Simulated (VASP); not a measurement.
# CaF2 (Fm-3m) in VASP: a series of runs, part 2 of 2

VASP 6.6.1. Earlier steps stand in the parts before.

### 4 Band structure, TB-mBJ

POSCAR reads:

```
CaF2
1.0
    0.0000000000      2.7120400000      2.7120400000
    2.7120400000      0.0000000000      2.7120400000
    2.7120400000      2.7120400000      0.0000000000
Ca F
1 2
Direct
    0.0000000000      1.0000000000      0.0000000000
    0.2500000000      0.2500000000      0.2500000000
    0.7500000000      0.7500000000      0.7500000000
```

INCAR.step1 reads:

```
ALGO = Normal ; EDIFF = 1E-5
ENCUT = 520 ; GGA = PE
ISIF = 2 ; ISMEAR = 0
LASPH = True ; LCHARG = False
LREAL = False ; LWAVE = True
NELM = 80 ; PREC = Accurate
SIGMA = 0.02
```

INCAR.step2 reads:

```
ALGO = Normal ; EDIFF = 1E-6
ENCUT = 520 ; ISIF = 2
ISMEAR = 0 ; ISTART = 1
LASPH = True ; LCHARG = False
LREAL = False ; LWAVE = False
METAGGA = MBJ ; NELM = 80
PREC = Accurate ; SIGMA = 0.02
```

KPOINTS reads:

```
k-points
0
Gamma
  8 8 8
```

KPOINTS_OPT reads:

```
path GXWKGLUWLK,UX
20
line-mode
reciprocal
 0.0000000000  0.0000000000  0.0000000000  G
 0.5000000000  0.0000000000  0.5000000000  X

 0.5000000000  0.0000000000  0.5000000000  X
 0.5000000000  0.2500000000  0.7500000000  W

 0.5000000000  0.2500000000  0.7500000000  W
 0.3750000000  0.3750000000  0.7500000000  K

 0.3750000000  0.3750000000  0.7500000000  K
 0.0000000000  0.0000000000  0.0000000000  G

 0.0000000000  0.0000000000  0.0000000000  G
 0.5000000000  0.5000000000  0.5000000000  L

 0.5000000000  0.5000000000  0.5000000000  L
 0.6250000000  0.2500000000  0.6250000000  U

 0.6250000000  0.2500000000  0.6250000000  U
 0.5000000000  0.2500000000  0.7500000000  W

 0.5000000000  0.2500000000  0.7500000000  W
 0.5000000000  0.5000000000  0.5000000000  L

 0.5000000000  0.5000000000  0.5000000000  L
 0.3750000000  0.3750000000  0.7500000000  K

 0.6250000000  0.2500000000  0.6250000000  U
 0.5000000000  0.0000000000  0.5000000000  X
```

Potentials or basis: VASP PAW PBE potentials, release 64 (Ca_sv, F).

Launch:

```console
> cat potpaw_PBE.64/Ca_sv/POTCAR potpaw_PBE.64/F/POTCAR > POTCAR
> cp INCAR.step1 INCAR
> mpirun -np 1 vasp_std > vasp.out
> cp INCAR.step2 INCAR
> mpirun -np 1 vasp_std > vasp.out
```

OUTCAR:

```text
EDIFF = 1E-6
   ENCUT = 520
   ISIF = 2
   ISMEAR = 0
   ISTART = 1
   LASPH = True
   LREAL = False
   METAGGA = MBJ
   NELM = 80
   PREC = Accurate

 ion  position               nearest neighbor table
   1  0.000  0.000  0.000-   3 2.35   3 2.35   3 2.35   2 2.35   3 2.35   2 2.35   2 2.35   2 2.35

   2  0.250  0.250  0.250-   1 2.35   1 2.35   1 2.35   1 2.35
   3  0.750  0.750  0.750-   1 2.35   1 2.35   1 2.35   1 2.35

  LATTYP: Found a face centered cubic cell.
 ALAT       =     5.4240800000

  Lattice vectors:

 A1 = (   0.0000000000,   2.7120400000,   2.7120400000)
 A2 = (   2.7120400000,   0.0000000000,   2.7120400000)
 A3 = (   2.7120400000,   2.7120400000,   0.0000000000)

Analysis of symmetry for initial positions (statically):
=====================================================================
 Subroutine PRICEL returns:
 Original cell was already a primitive cell.

 Routine SETGRP: Setting up the symmetry group for a
 face centered cubic supercell.

 Subroutine GETGRP returns: Found 48 space group operations
 (whereof 48 operations were pure point group operations)
 out of a pool of 48 trial point group operations.

The static configuration has the point symmetry O_h .

Analysis of symmetry for dynamics (positions and initial velocities):
=====================================================================
 Subroutine PRICEL returns:
 Original cell was already a primitive cell.

 Routine SETGRP: Setting up the symmetry group for a
 face centered cubic supercell.

 Subroutine GETGRP returns: Found 48 space group operations
 (whereof 48 operations were pure point group operations)
 out of a pool of 48 trial point group operations.

The dynamic configuration has the point symmetry O_h .

 Subroutine INISYM returns: Found 48 space group operations
 (whereof 48 operations are pure point group operations),
 and found     1 'primitive' translations

----------------------------------------------------------------------------------------

                                     Primitive cell

  volume of cell :      39.8950

  direct lattice vectors                    reciprocal lattice vectors
     0.000000000  2.712040000  2.712040000    -0.184363062  0.184363062  0.184363062
     2.712040000  0.000000000  2.712040000     0.184363062 -0.184363062  0.184363062
     2.712040000  2.712040000  0.000000000     0.184363062  0.184363062 -0.184363062

  length of vectors
     3.835403750  3.835403750  3.835403750     0.319326191  0.319326191  0.319326191

  position of ions in fractional coordinates (direct lattice)
     0.000000000  0.000000000  0.000000000
     0.250000000  0.250000000  0.250000000
     0.750000000  0.750000000  0.750000000

  ion indices of the primitive-cell ions
   primitive index   ion index
                 1           1
                 2           2
                 3           3

----------------------------------------------------------------------------------------

 KPOINTS: k-points

Automatic generation of k-mesh.
 Grid dimensions read from file:
 generate k-points for:    8    8    8

 Generating k-lattice:

  Cartesian coordinates                     Fractional coordinates (reciprocal lattice)
    -0.023045383  0.023045383  0.023045383     0.125000000  0.000000000  0.000000000
     0.023045383 -0.023045383  0.023045383     0.000000000  0.125000000  0.000000000
     0.023045383  0.023045383 -0.023045383     0.000000000  0.000000000  0.125000000

  Length of vectors
     0.039915774  0.039915774  0.039915774

  Shift w.r.t. Gamma in fractional coordinates (k-lattice)
     0.000000000  0.000000000  0.000000000

 Subroutine IBZKPT returns following result:
 ===========================================

 Found     29 irreducible k-points:

 Following reciprocal coordinates:
            Coordinates               Weight
  0.000000  0.000000  0.000000      1.000000
  0.125000  0.000000  0.000000      8.000000
  0.250000  0.000000  0.000000      8.000000
  0.375000  0.000000  0.000000      8.000000
  0.500000  0.000000  0.000000      4.000000
  0.125000  0.125000  0.000000      6.000000
[... 16 lines left out ...]
  0.500000  0.250000  0.125000     48.000000
 -0.375000  0.250000  0.125000     24.000000
 [... further k-points ...]
   k-points           NKPTS =     29   k-points in BZ     NKDIM =     29   number of bands    NBANDS=     16
   number of dos      NEDOS =    301   number of ions     NIONS =      3
   total plane-waves  NPLWV =  27000
   dimension x,y,z NGX =    30 NGY =   30 NGZ =   30
   dimension x,y,z NGXF=    60 NGYF=   60 NGZF=   60
   ions per type =               1   2
   NGX,Y,Z   is equivalent  to a cutoff of  13.00, 13.00, 13.00 a.u.
   NGXF,Y,Z  is equivalent  to a cutoff of  26.01, 26.01, 26.01 a.u.
 SYSTEM =  unknown system
   PREC   = accura    normal or accurate (medium, high low for compatibility)
   ISTART =      1    job   : 0-new  1-cont  2-samecut
   ICHARG =      0    charge: 1-file 2-atom 10-const
   ISPIN  =      1    spin polarized calculation?
   LNONCOLLINEAR =      F non collinear calculations
   LSORBIT =      F    spin-orbit coupling
   LASPH  =      T    aspherical Exc in radial PAW
   ENCUT  =  520.0 eV  38.22 Ry    6.18 a.u.   7.13  7.13  7.13*2*pi/ulx,y,z
   NELM   =     80;   NELMIN=  2; NELMDL=  0     # of ELM steps
   EDIFF  = 0.1E-05   stopping-criterion for ELM
   LREAL  =      F    real-space projection
[... 7 lines left out ...]
   TEBEG  =    0.0;   TEEND  =   0.0 temperature during run
   PSTRESS=    0.0 pullay stress
   NELECT =      24.0000    total number of electrons
   NUPDOWN=      -1.0000    fix difference up-down
   EMIN   =  10.00;   EMAX   =-10.00  energy-range for DOS
   EFERMI =   0.00;   METHOD = LEGACY
   ISMEAR =     0;   SIGMA  =   0.02  broadening in eV -4-tet -1-fermi 0-gaus
   EFERMI_NEDOS =   21; number of points for ismear=-14 and -15
   IALGO  =     38    algorithm
   IMIX   =      4    mixing-type and parameters
     AMIX     =   0.40;   BMIX     =  1.00
     AMIX_MAG =   1.60;   BMIX_MAG =  1.00
  volume/ion in A,a.u.               =      13.30        89.74
  Fermi-wavevector in a.u.,A,eV,Ry     =   1.381993  2.611588 25.985828  1.909904
  Thomas-Fermi vector in A             =   2.506726
   LORBIT       =      0    0 simple, 1 ext, 2 COOP (PROOUT), +10 PAW based schemes
   METAGGA = MBJ    functional components
   LHFCALC =     F    Hartree Fock is set to
   AEXX    =    0.0000 exact exchange contribution
   IVDW    =     0    specifies the selected vdW correction
   LEPSILON=     F    determine dielectric tensor
   LRPA    =     F    only Hartree local field effects (RPA)
 non-spin polarized calculation
 Gauss-broadening in eV      SIGMA  =   0.02
  energy-cutoff  :      520.00
  volume of cell :       39.89
 maximum number of plane-waves:      1090
 NGX is ok and might be reduce to    30
   NGX = 15   NGY = 15   NGZ = 15

 number of electron      23.9999982 magnetization

 Free energy of the ion-electron system (eV)
  ---------------------------------------------------
  ext. energy  EPLUGINS =         0.00000000
  ---------------------------------------------------
  free energy    TOTEN  =        67.26955059 eV

  energy without entropy =       67.26955059  energy(sigma->0) =       67.26955059

 E-fermi :   0.7719     XC(G=0):  -6.5605

 val. band max:        0.6556023280   @ k =   0.5000   0.5000   0.0000
 cond. band min:      10.9869141365   @ k =   0.5000   0.5000   0.0000
 fundamental gap:     10.3313118085
 Fermi energy:         0.7718715337

 k-point     1 :       0.0000    0.0000    0.0000
  band No.  band energies     occupation
      1     -36.7421      2.00000
      2     -21.2745      2.00000
      3     -20.7250      2.00000
      4     -16.7460      2.00000
      5     -16.7460      2.00000
      6     -16.7459      2.00000
[... 8 lines left out ...]
     15      12.0631      0.00000
     16      12.5373      0.00000

 k-point     2 :       0.1250    0.0000    0.0000
  band No.  band energies     occupation
      1     -36.7381      2.00000
      2     -21.2919      2.00000
      3     -20.7503      2.00000
      4     -16.7508      2.00000
      5     -16.7507      2.00000
      6     -16.7100      2.00000
[... 8 lines left out ...]
     15      12.2609      0.00000
     16      12.4996      0.00000
[... 387 lines left out ...]
      5     -16.7030      2.00000
      6     -16.5365      2.00000
[... 8 lines left out ...]
     15      11.6491      0.00000
     16      11.9651      0.00000

 k-point    24 :      -0.3750    0.2500    0.1250
  band No.  band energies     occupation
      1     -36.7102      2.00000
      2     -21.2391      2.00000
      3     -21.1189      2.00000
      4     -16.7970      2.00000
      5     -16.6741      2.00000
      6     -16.5318      2.00000
[... 8 lines left out ...]
     15      11.6469      0.00000
     16      11.9202      0.00000

 [... further k-points ...]
[... 5 lines left out ...]
  --------------------------------------------------------------------------------------
  -------------------------------------------------------------------------------------
  Total     -100.1158681   -100.1158681   -100.1158681      0.0000000      0.0000000      0.0000000
  in kB    -4020.6403992  -4020.6403992  -4020.6403992      0.0000000      0.0000000      0.0000000
  external PRESSURE =   -4020.6403992 kB  Pullay stress =       0.0000000 kB

 VOLUME and BASIS-vectors are now :
 -----------------------------------------------------------------------------
  energy-cutoff  :      520.00
  volume of cell :       39.89
      direct lattice vectors                 reciprocal lattice vectors
     0.000000000  2.712040000  2.712040000    -0.184363062  0.184363062  0.184363062
     2.712040000  0.000000000  2.712040000     0.184363062 -0.184363062  0.184363062
     2.712040000  2.712040000  0.000000000     0.184363062  0.184363062 -0.184363062

 POSITION                                       TOTAL-FORCE (eV/Angst)
 -----------------------------------------------------------------------------------
      0.00000      0.00000      0.00000         0.000000     -0.000000     -0.000000
      1.35602      1.35602      1.35602         0.000000      0.000000     -0.000000
      4.06806      4.06806      4.06806        -0.000000     -0.000000      0.000000
 -----------------------------------------------------------------------------------
    total drift:                                0.000000     -0.000000      0.000000

  FREE ENERGIE OF THE ION-ELECTRON SYSTEM (eV)
  ---------------------------------------------------
  free  energy   TOTEN  =        67.2695505903 eV

  energy  without entropy=       67.2695505903  energy(sigma->0) =       67.26955059
```

Run time: 2.2 min. Hardware: 1 thread of Intel Xeon 6975P-C (Granite Rapids), shared host; peak memory 0.19 GiB.

Results:

```
Band gap on the k mesh  : 10.33 eV, direct
Band gap along the path : 10.33 eV, direct
```

Levels at the corners of the path, in eV from the valence-band top:
```csv
point,band 10,band 11,band 12,band 13,band 14,band 15
Γ,-0.19,-0.19,-0.19,10.65,10.65,11.41
X,-0.31,-0.31,0.00,10.33,10.53,11.28
X,-0.31,-0.31,0.00,10.33,10.53,11.28
W,-0.86,-0.24,-0.07,10.55,10.91,10.91
W,-0.86,-0.24,-0.07,10.55,10.91,10.91
K,-0.54,-0.36,-0.08,10.47,10.76,11.14
K,-0.54,-0.36,-0.08,10.47,10.76,11.14
Γ,-0.19,-0.19,-0.19,10.65,10.65,11.41
Γ,-0.19,-0.19,-0.19,10.65,10.65,11.41
L,-0.93,-0.69,-0.69,10.77,10.86,10.86
L,-0.93,-0.69,-0.69,10.77,10.86,10.86
U,-0.54,-0.36,-0.08,10.47,10.76,11.14
U,-0.54,-0.36,-0.08,10.47,10.76,11.14
W,-0.86,-0.24,-0.07,10.55,10.91,10.91
W,-0.86,-0.24,-0.07,10.55,10.91,10.91
L,-0.93,-0.69,-0.69,10.77,10.86,10.86
L,-0.93,-0.69,-0.69,10.77,10.86,10.86
K,-0.54,-0.36,-0.08,10.47,10.76,11.14
U,-0.54,-0.36,-0.08,10.47,10.76,11.14
X,-0.31,-0.31,0.00,10.33,10.53,11.28
```

Caveat: the PAW data sets were made with another functional, which shifts forces and pressure a little.

### 5 Summary

```csv
level,further INCAR settings,gap on the mesh (eV),pressure (GPa)
PBEsol,ALGO = Fast; EDIFF = 1e-06,7.21,0.1
r2SCAN,ALGO = Normal; EDIFF = 1e-06,8.07,1.4
TB-mBJ,ALGO = Normal; EDIFF = 1e-06,10.33,-
```

Alike in all rows: task band structure; potentials or basis VASP PAW PBE potentials, release 64 (Ca_sv, F); no spin polarisation; cell as given; k mesh 8 × 8 × 8; cutoff (eV) 520; smearing gaussian 0.02 eV.

On the cell as given the gap runs from 7.21 eV (PBEsol) to 10.33 eV (TB-mBJ).

Caveats: the PAW data sets were made with another functional, which shifts forces and pressure a little.

Total energies depend on the potentials used, so only differences within one code and one set of settings carry meaning.
